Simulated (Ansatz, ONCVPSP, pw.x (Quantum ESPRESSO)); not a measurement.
From atom to crystal: ONCV potential for C (Z = 6)

ONCVPSP 4.0.1.1 (patched build) input, shortened (lines: element, Z, core and valence counts, functional; n l f; lmax; l rc ep ncon nbas qcut; lloc lpopt rc5 dvloc0; l nproj debl; icmod fcfact rcfact), PBEsol, scalar-relativistic:

```
  C 6.00    1    2  -116133      upf
    1    0    2.00
    2    0    2.00
    2    1    2.00
    2
    0    1.00    0.00    4    9    7.70
    1    3.05    0.00    4    8    3.70
    2    2.85    0.05    4    9    3.60
    4    5    1.00   -1.00
    0    1    0.50
    1    1    3.80
    2    3    2.00
    3    5.00    1.45
```

Crystal test: diamond C in pw.x 7.5, no spin, 13³ k-points, Fermi–Dirac smearing 0.01 Ry, cutoffs 65/260 Ry. The reference is all-electron LAPW (Ansatz 0.2.0) with the same functional, mesh and smearing; V0 and B0 come from Birch–Murnaghan fits to the pressures at five volumes. Errors are pseudo minus all-electron; Δ is the rms difference of the E(V) curves that follow from these fits, minima aligned, over ±6 % about the mean V0. Mesh and smearing are coarse, so the numbers serve the comparison and aren't converged zero-temperature values; the lattice is a test structure that the element need not adopt.

```csv
V (Å³/atom),P all-electron (GPa),P pseudo (GPa)
5.318,26.60,-402.22
5.458,13.07,-400.02
5.598,1.03,-395.31
5.738,-9.69,-388.61
5.878,-19.23,-380.33
```

All-electron: a0 = 3.554 Å (V0 = 5.61 Å³/atom), B0 = 450.3 GPa.

Pseudopotential: converged, but broken (pressure over 100 GPa off). The pressure does not cross zero within the volumes sampled, so no fit is given. The largest radius (3.05 bohr) exceeds half the bond length (1.45 bohr), so the spheres overlap, which is one possible source of error among others. The pseudo pressure rises with volume over the whole range, a mechanical instability. A pressure error of this size marks a broken potential; the numbers have no physical meaning.

At the middle volume, how do free energy and pressure move when the wave cutoff is lowered (ecutrho kept at four times it)?

```
cutoff (Ry)  shift of F (meV/atom)  shift of P (GPa)
         29                 +417.6             -3.75
         39                 +117.6             -6.88
         52                   +9.4             -1.25
```

Input at the middle volume:

```
&control
  calculation='scf', prefix='x', pseudo_dir='./', outdir='./tmp', tstress=.true., disk_io='none'
/
&system
  ibrav=0, nat=2, ntyp=1, ecutwfc=65, ecutrho=260, nbnd=11,
  occupations='smearing', smearing='fd', degauss=0.01
/
&electrons
  conv_thr=1e-09, mixing_beta=0.4, electron_maxstep=70
/
ATOMIC_SPECIES
C 1.0 C.UPF
CELL_PARAMETERS angstrom
  0.00000000 1.77559657 1.77559657
  1.77559657 0.00000000 1.77559657
  1.77559657 1.77559657 0.00000000
ATOMIC_POSITIONS crystal
C 0.0000 0.0000 0.0000
C 0.2500 0.2500 0.2500
K_POINTS automatic
13 13 13 0 0 0
```

```bash
pw.x < C.scf.in > C.scf.out
```

Lines of the output:

```
Message from routine setup:
     using ibrav=0 with symmetry is DISCOURAGED, use correct ibrav instead
     lattice parameter (alat)  =       4.7452  a.u.
     unit-cell volume          =      75.5544 (a.u.)^3
     number of electrons       =         8.00
     number of Kohn-Sham states=           11
     kinetic-energy cutoff     =      65.0000  Ry
     charge density cutoff     =     260.0000  Ry
     scf convergence threshold =      1.0E-09
     Exchange-correlation= PBESOL
     number of k points=    84  Fermi-Dirac smearing, width (Ry)=  0.0100
     iteration #  1     ecut=    65.00 Ry     beta= 0.40
     total energy              =     -23.76014852 Ry
     estimated scf accuracy    <       0.15240418 Ry
     iteration #  2     ecut=    65.00 Ry     beta= 0.40
     total energy              =     -23.75681386 Ry
     estimated scf accuracy    <       0.05132369 Ry
     iteration #  3     ecut=    65.00 Ry     beta= 0.40
     total energy              =     -23.75951177 Ry
     estimated scf accuracy    <       0.00040548 Ry
     iteration #  4     ecut=    65.00 Ry     beta= 0.40
     total energy              =     -23.76001577 Ry
     estimated scf accuracy    <       0.00015252 Ry
     iteration #  5     ecut=    65.00 Ry     beta= 0.40
     total energy              =     -23.76002249 Ry
     estimated scf accuracy    <       0.00000263 Ry
     iteration #  6     ecut=    65.00 Ry     beta= 0.40
     total energy              =     -23.76002294 Ry
     estimated scf accuracy    <       0.00000035 Ry
     iteration #  7     ecut=    65.00 Ry     beta= 0.40
     total energy              =     -23.76002297 Ry
     estimated scf accuracy    <          3.8E-09 Ry
     iteration #  8     ecut=    65.00 Ry     beta= 0.40
     the Fermi energy is    13.4200 ev
!    total energy              =     -23.76002298 Ry
     estimated scf accuracy    <          2.8E-11 Ry
     smearing contrib. (-TS)   =      -0.00000000 Ry
     The total energy is F=E-TS. E is the sum of the following terms:
     one-electron contribution =       8.52541601 Ry
     hartree contribution      =       1.48521508 Ry
     xc contribution           =      -8.08400147 Ry
     ewald contribution        =     -25.68665259 Ry
     convergence has been achieved in   8 iterations
          total   stress  (Ry/bohr**3)                   (kbar)     P=    -3953.14
     Message from routine punch:
     Nothing written, as per user request (disk_io='none')
```

The run at the middle volume (84 k-points, 8 iterations) took about 6.5 s on one core of a shared host (Intel(R) Xeon(R) 6975P-C, 192 threads, 1512 GiB, load 54).
